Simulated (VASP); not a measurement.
# Settings for MnO: self-consistent run

MnO, P1 (no. 1), 2 atoms in the cell. PBE; PAW potentials Mn_pv, O (PBE set). VASP 6.6.1. The atoms are moved at random off their ideal places.

Wanted: energy within 1 meV/atom; forces within 0.005 eV/Å; pressure within 0.1 GPa.

POSCAR:
```
MnO
1.0
    0.0000000000      2.2239077028      2.2239077028
    2.2239077028      0.0000000000      2.2239077028
    2.2239077028      2.2239077028      0.0000000000
Mn O
1 1
Direct
    0.0083130000     -0.0074890000     -0.0026200000
    0.5001670000      0.5003160000      0.4998630000
```

## One numerical tag moved

| One numerical tag moved | Energy less reference (meV/atom) | Forces, largest deviation (eV/Å) | Pressure (GPa) | SCF iterations | Time (s) |
|---|---|---|---|---|---|
| default | 0.0 | 0.0000 | -0.97 | 16 | 83 |
| LMAXPAW = -1 | -417.8 | 0.0151 | 3.49 | 15 | 80 |
| RANDOM_GENERATOR = pcg_32 | 0.0 | 0.0000 | -0.97 | 16 | 90 |
| WEIMIN = 0.0 | 0.0 | 0.0000 | -0.97 | 16 | 85 |
| DEPER = 0.6 | 0.0 | 0.0000 | -0.97 | 16 | 90 |
| LCORR = F | 0.0 | 0.0003 | -0.97 | 16 | 89 |
| EBREAK = 1e-10 | 0.0 | 0.0000 | -0.97 | 16 | 93 |
| LMAXPAW = 0 | 0.0 | 0.0014 | -0.96 | 16 | 84 |
| DEPER = 0.05 | 0.0 | 0.0000 | -0.97 | 16 | 118 |

Chosen: default; no other choice that stays within half of the tolerance saves 30 % of the time.

## The input

INCAR:
```
SYSTEM = MnO
PREC     = Accurate       ! precision mode
ENCUT    = 520            ! plane-wave cutoff, eV
EDIFF    = 1E-7           ! SCF threshold, eV
ISMEAR   = 0              ! smearing method
SIGMA    = 0.02           ! smearing width, eV
LREAL    = .FALSE.        ! projectors in reciprocal space
LASPH    = .TRUE.         ! aspherical terms in the spheres
ALGO     = Normal         ! electronic algorithm
NELM     = 100            ! most SCF steps
ISIF     = 2              ! what is computed and relaxed
LWAVE    = .FALSE.        ! write WAVECAR
LCHARG   = .FALSE.        ! write CHGCAR
ISPIN    = 2              ! spin polarisation
MAGMOM   = 4 0            ! initial moments
LORBIT   = 11             ! projections on sites
LMAXMIX  = 4              ! l up to which the mixer works
```

KPOINTS:
```
k-points
0
Gamma
  9 9 9
```

Commands:
```
cat potpaw_PBE.64/Mn_pv/POTCAR potpaw_PBE.64/O/POTCAR > POTCAR
mpirun -np 1 vasp_std > vasp.out
```

The chosen input took VASP 6.6.1 83 s on 1 core (Intel Xeon 6975P-C (Granite Rapids)), a shared host.

## An input that fails: LMAXPAW = -1 without LASPH

It runs to its end, but against the unchanged starting input it is off by 417.8 meV/atom in the energy, 0.0151 eV/Å in the forces, 4.46 GPa in the pressure.

Changes against the starting input:
```
- LASPH = True
+ LASPH = False
+ LMAXPAW = -1
```
